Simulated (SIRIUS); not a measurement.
# Ga (Cmcm) in SIRIUS: equation of state

How stiff is Ga in PBEsol, and what volume does it want? The cell is scaled to several volumes.

Program: SIRIUS 7.12.0. These are calculated values, not measurements. Logs are shortened: lines on timing, memory, paths and dates and some standing lists are left out, and cuts for length are marked. The log counts tension as positive stress, the text compression.

## (1) The crystal as given

The structure is orthorhombic, space group Cmcm (No. 63). The conventional cell has a = 2.900 Å, b = 8.130 Å, c = 3.170 Å, α = 90.00°, β = 90.00°, γ = 90.00°. Around Ga (site symmetry m2m) lie 8 Ga at 2.68 to 2.90 Å.

This isn't the form of Ga at room conditions, which is orthorhombic.

## (2) Single point, PBEsol, 17.56 Å³/atom (volume scaled by 0.94)

Contents of sirius.json:

```json
{
  "control": {
    "processing_unit": "cpu",
    "verbosity": 2,
    "num_bands_to_print": 21,
    "print_forces": true,
    "print_stress": true
  },
  "parameters": {
    "electronic_structure_method": "pseudopotential",
    "xc_functionals": ["XC_GGA_X_PBE_SOL", "XC_GGA_C_PBE_SOL"],
    "gk_cutoff": 9.0,
    "pw_cutoff": 18.0,
    "ngridk": [10, 10, 8],
    "shiftk": [0, 0, 0],
    "smearing": "fermi_dirac",
    "smearing_width": 0.0018374661,
    "num_bands": 21,
    "num_mag_dims": 0,
    "num_dft_iter": 100,
    "energy_tol": 1e-08,
    "density_tol": 1e-06
  },
  "iterative_solver": {
    "type": "davidson",
    "min_tolerance": 1e-10
  },
  "mixer": {
    "type": "anderson",
    "beta": 0.7,
    "max_history": 8
  },
  "settings": {
    "tol_ne": 1e-10,
    "pseudo_grid_cutoff": 6.5
  },
  "unit_cell": {
    "lattice_vectors": [
      [2.684166718321, -7.524922558749, 0.0],
      [2.684166718321, 7.524922558749, 0.0],
      [0.0, 0.0, 5.868143791191]
    ],
    "atom_coordinate_units": "lattice",
    "atom_types": ["Ga"],
    "atom_files": {
      "Ga": "Ga.json"
    },
    "atoms": {
      "Ga": [
        [0.133, 0.867, 0.75],
        [0.867, 0.133, 0.25]
      ]
    }
  }
}
```

Potentials or basis: PseudoDojo 0.4.1 PBEsol standard (scalar relativistic).

Launch:

```bash
$ upf_to_json Ga.upf
$ OMP_NUM_THREADS=4 sirius.scf --input=sirius.json --output=out.json --task=0
```

What it wrote:

```text
[info] SIRIUS version : 7.12.0
[info] number of MPI ranks           : 1
[info] MPI grid                      : 1 1
[info] maximum number of OMP threads : 4
[fft] FFT context for density and potential
[fft] =====================================
[fft]   comm size                             : 1
[fft]   plane wave cutoff                     : 18
[fft]   grid size                             : 48 48 36   total : 82944
[fft]   grid limits                           : -23 24   -23 24   -17 18
[fft]   number of G-vectors within the cutoff : 11669
[fft]   local number of G-vectors             : 11669
[fft]   number of G-shells                    : 3251
[fft] FFT context for coarse grid
[fft] =====================================
[fft]   comm size                             : 1
[fft]   plane wave cutoff                     : 18
[fft]   grid size                             : 48 48 36   total : 82944
[fft]   grid limits                           : -23 24   -23 24   -17 18
[fft]   number of G-vectors within the cutoff : 11669
[fft]   local number of G-vectors             : 11669
[fft]   number of G-shells                    : 3251
[unit cell] lattice vectors
[unit cell]   a1 :       2.6841667183     -7.5249225587      0.0000000000
[unit cell]   a2 :       2.6841667183      7.5249225587      0.0000000000
[unit cell]   a3 :       0.0000000000      0.0000000000      5.8681437912
[unit cell] reciprocal lattice vectors
[unit cell]   b1 :       1.1704163650     -0.4174916923      0.0000000000
[unit cell]   b2 :       1.1704163650      0.4174916923     -0.0000000000
[unit cell]   b3 :      -0.0000000000      0.0000000000      1.0707279049
[unit cell] unit cell volume :       237.05125819 [a.u.^3]
[unit cell] 1/sqrt(omega)    :         0.06494996
[unit cell] MT volume        :         0.00000000 ( 0.00%)
[unit cell] IT volume        :       237.05125819 (100.00%)
[unit cell] number of atom types : 1
[unit cell] type id : 0 symbol : Ga mt_radius :  19.010000 num_atoms : 2
[unit cell] total number of atoms : 2
[unit cell] number of symmetry classes : 1
[unit cell] number of PAW atoms : 0
[unit cell] atom id  type id  class id             position                      vector_field
[unit cell] ------------------------------------------------------------------------------------------
[unit cell]      0        0        0      0.13300   0.86700   0.75000      0.00000   0.00000   0.00000
[unit cell]      1        0        0      0.86700   0.13300   0.25000      0.00000   0.00000   0.00000
[unit cell] atom id         position (Cartesian, a.u.)
[unit cell] ---------------------------------------------
[unit cell]      0       2.684167    5.523293    4.401108
[unit cell]      1       2.684167   -5.523293    1.467036
[unit cell] class id : 0 atom id : 0 1
[unit cell] minimum bond length:     4.963352
[unit cell] total number of pseudo wave-functions: 18
[sym] space group number   : 63
[sym] international symbol : Cmcm
[sym] Hall symbol          : -C 2c 2
[sym] space group transformation matrix :
[sym]   0.5000  0.5000  0.0000
[sym]  -0.5000  0.5000  0.0000
[sym]   0.0000  0.0000  1.0000
[sym] space group origin shift :
[sym]   0.0000  0.0000  0.0000
[sym] number of space group operations  : 8
[sym] number of magnetic group operations : 8
[sym] metric tensor error: 0.0000e+00
[sym] rotation matrix error: 4.4409e-16
[sym] symmetry operations
[... list of symmetry operations ...]
[atom type] label          : Ga
[atom type] --------------------------------------------------------------------------------
[atom type] symbol         : Ga
[atom type] name           :
[atom type] zn             : 13
[atom type] mass           : 0
[atom type] mt_radius      : 19.01
[... 248 lines left out ...]
[diagonalize] ik:    1   -0.126548   -0.125595   -0.122739   -0.120996   -0.114891   -0.113592   -0.112856   -0.111678   -0.111521   -0.104982    0.010282    0.329770    0.408748    0.551668    0.642863    0.688581    0.696247    0.865725    0.894736    0.946082    0.981661
[diagonalize] ik:    2   -0.125473   -0.124888   -0.121526   -0.118616   -0.115460   -0.115063   -0.113523   -0.112325   -0.112104   -0.105423    0.034075    0.318370    0.459764    0.520937    0.576112    0.604907    0.709755    0.859029    0.908054    1.039772    1.046682
[diagonalize] ik:    3   -0.124217   -0.124049   -0.120530   -0.119555   -0.116986   -0.113733   -0.113005   -0.112997   -0.111995   -0.106111    0.073837    0.315732    0.411046    0.493292    0.562073    0.614752    0.743778    0.849295    0.912700    0.970680    1.009803
[diagonalize] ik:    4   -0.123799   -0.123391   -0.120668   -0.119983   -0.118654   -0.114009   -0.113213   -0.112739   -0.108881   -0.106832    0.128602    0.284236    0.356857    0.448195    0.626270    0.662350    0.790626    0.820967    0.854278    0.934501    0.945879
[diagonalize] ...
[diagonalize] ik:  150   -0.124988   -0.124988   -0.119262   -0.119262   -0.116781   -0.116781   -0.111180   -0.111180   -0.110154   -0.110154    0.183052    0.183052    0.336425    0.336425    0.751259    0.751259    0.812175    0.812175    0.929079    0.929079    1.090099
[diagonalize] ik:  151   -0.124435   -0.124435   -0.117957   -0.117957   -0.115399   -0.115399   -0.114080   -0.114080   -0.109822   -0.109822    0.250150    0.250150    0.294855    0.294855    0.610227    0.610227    0.877621    0.877621    0.977661    0.977662    1.012415
[diagonalize] ik:  152   -0.124375   -0.124375   -0.119679   -0.119679   -0.115528   -0.115528   -0.112454   -0.112454   -0.110269   -0.110269    0.224950    0.224950    0.281637    0.281637    0.720251    0.720251    0.872855    0.872856    0.992103    0.992103    1.036543
[diagonalize] ik:  153   -0.124598   -0.124598   -0.120349   -0.120349   -0.115617   -0.115617   -0.111314   -0.111314   -0.110611   -0.110611    0.206619    0.206619    0.291718    0.291718    0.805603    0.805603    0.830681    0.830681    0.922076    0.922076    1.078903
[diagonalize] ik:  154   -0.124388   -0.124388   -0.120805   -0.120805   -0.114948   -0.114948   -0.111980   -0.111980   -0.110414   -0.110414    0.224519    0.224519    0.266764    0.266764    0.803272    0.803272    0.874250    0.874250    0.922648    0.922648    1.033101
[find] Charges and magnetic moments
[find] --------------------------------------------------------------------------------
[find] total charge          : 26.000000
[find] Energy
[find] --------------------------------------------------------------------------------
[find] valence_eval_sum               :      -0.77667353
[find] <rho|V^{XC}>                   :     -26.85642531
[find] <rho|E^{XC}>                   :     -41.42639107
[find] <mag|B^{XC}>                   :       0.00000000
[find] <rho|V^{H}>                    :      77.91141821
[find] one-electron contribution      :     -51.83166643 (Ha),    -103.66333286 (Ry)
[find] hartree contribution           :      38.95570911
[find] xc contribution                :     -41.42639107
[find] ewald contribution             :     -98.39941958
[find] PAW contribution               :       0.00000000
[find] smearing (-TS)                 :      -0.00011974
[find] SCF correction                 :       0.00000073
[find] Total energy                   :    -152.70176724 (Ha),    -305.40353449 (Ry)
[find] Free energy (E-TS)             :    -152.70188698 (Ha),    -305.40377396 (Ry)
[find] band gap (eV)                  :       0.00000000
[find] Efermi                         :       0.43491186
[find] iteration : 12, RMS (target) : 3.0931e-07 (1.0000e-06) , energy difference (target) : 3.1011e-10 (1.0000e-08)
[find] bands are converged : true
[find] iterative solver converged : false
[find] converged after 13 SCF iterations!
[find] Charges and magnetic moments
[find] --------------------------------------------------------------------------------
[find] total charge          : 26.000000
[find] Energy
[find] --------------------------------------------------------------------------------
[find] valence_eval_sum               :      -0.77667353
[find] <rho|V^{XC}>                   :     -26.85642531
[find] <rho|E^{XC}>                   :     -41.42639107
[find] <mag|B^{XC}>                   :       0.00000000
[find] <rho|V^{H}>                    :      77.91141821
[find] one-electron contribution      :     -51.83166643 (Ha),    -103.66333286 (Ry)
[find] hartree contribution           :      38.95570911
[find] xc contribution                :     -41.42639107
[find] ewald contribution             :     -98.39941958
[find] PAW contribution               :       0.00000000
[find] smearing (-TS)                 :      -0.00011974
[find] SCF correction                 :       0.00000073
[find] Total energy                   :    -152.70176724 (Ha),    -305.40353449 (Ry)
[find] Free energy (E-TS)             :    -152.70188698 (Ha),    -305.40377396 (Ry)
[find] band gap (eV)                  :       0.00000000
[find] Efermi                         :       0.43491186
[ground_state] === stress tensor components [kbar] ===
[ground_state] === stress_kin ===
[ground_state] -103624.993599    0.000000    0.000000
[ground_state]     0.000000-103562.888931    0.000000
[ground_state]     0.000000    0.000000-103649.228634
[ground_state] === stress_har ===
[ground_state] -14432.342790    0.000000    0.000000
[ground_state]     0.000000-17544.255556    0.000000
[ground_state]     0.000000    0.000000-16372.285771
[ground_state] === stress_ewald ===
[ground_state] 43409.109586    0.000000    0.000000
[ground_state]     0.00000038241.590585    0.000000
[ground_state]     0.000000    0.00000040475.228062
[ground_state] === stress_vloc ===
[ground_state] -11903.617314   -0.000000    0.000000
[ground_state]    -0.000000-3651.780468    0.000000
[ground_state]     0.000000    0.000000-7061.743524
[ground_state] === stress_xc ===
[ground_state] -17755.605624   -0.000000    0.000000
[ground_state]    -0.000000-17758.524021    0.000000
[ground_state]     0.000000    0.000000-17755.621337
[ground_state] === stress_core ===
[ground_state] 29475.515980    0.000000    0.000000
[ground_state]     0.00000029473.154364    0.000000
[ground_state]     0.000000    0.00000029477.141927
[ground_state] === stress_nonloc ===
[ground_state] 74839.965297    0.000000    0.000000
[ground_state]     0.00000074777.578635    0.000000
[ground_state]     0.000000    0.00000074853.150910
[ground_state] === stress_us_nl ===
[ground_state] 74839.965297    0.000000    0.000000
[ground_state]     0.00000074777.578635    0.000000
[ground_state]     0.000000    0.00000074853.150910
[ground_state] === stress_total ===
[ground_state]     8.031537   -0.000000    0.000000
[ground_state]    -0.000000  -25.125391    0.000000
[ground_state]     0.000000    0.000000  -33.358366
[ground_state] ==== total Forces in Ha/bohr =====
[ground_state] atom:    0, force:       0.0000000     -0.0045465     -0.0000000
[ground_state] atom:    1, force:      -0.0000000      0.0045465      0.0000000
[ground_state] ==== ultrasoft contribution from Qij =====
[ground_state] atom:    0, force:       0.0000000      0.0000000      0.0000000
[ground_state] atom:    1, force:       0.0000000      0.0000000      0.0000000
[ground_state] ==== non-local contribution from Beta-projector =====
[ground_state] atom:    0, force:       0.0000000     -0.0446145      0.0000000
[ground_state] atom:    1, force:      -0.0000000      0.0446145      0.0000000
[ground_state] ==== contribution from local potential =====
[ground_state] atom:    0, force:       0.0000000     -0.5095956      0.0000000
[ground_state] atom:    1, force:       0.0000000      0.5095956      0.0000000
[ground_state] ==== contribution from core density =====
[ground_state] atom:    0, force:       0.0000000     -0.0005048      0.0000000
[ground_state] atom:    1, force:       0.0000000      0.0005048      0.0000000
[ground_state] ==== Ewald forces from ions =====
[ground_state] atom:    0, force:       0.0000000      0.5501691     -0.0000000
[ground_state] atom:    1, force:      -0.0000000     -0.5501691      0.0000000
[~DFT_ground_state] local op. applied: 90750
[~DFT_ground_state] evp. work count: 17880.2
[~DFT_ground_state] number of iterative solver steps: 4097
```

Run time: 81 s. Hardware: 4 threads of Intel Xeon Platinum 8259CL at 2.50GHz (Skylake/Cascade Lake), shared host; peak memory 0.85 GiB.

What came out:

```
Free energy            : -4155.2300 eV
Pressure               : 1.7 GPa
Largest force          : 0.234 eV/Å
Band gap on the k mesh : none (metal or under the smearing width)
```

(Continued in part 2 of 2.)
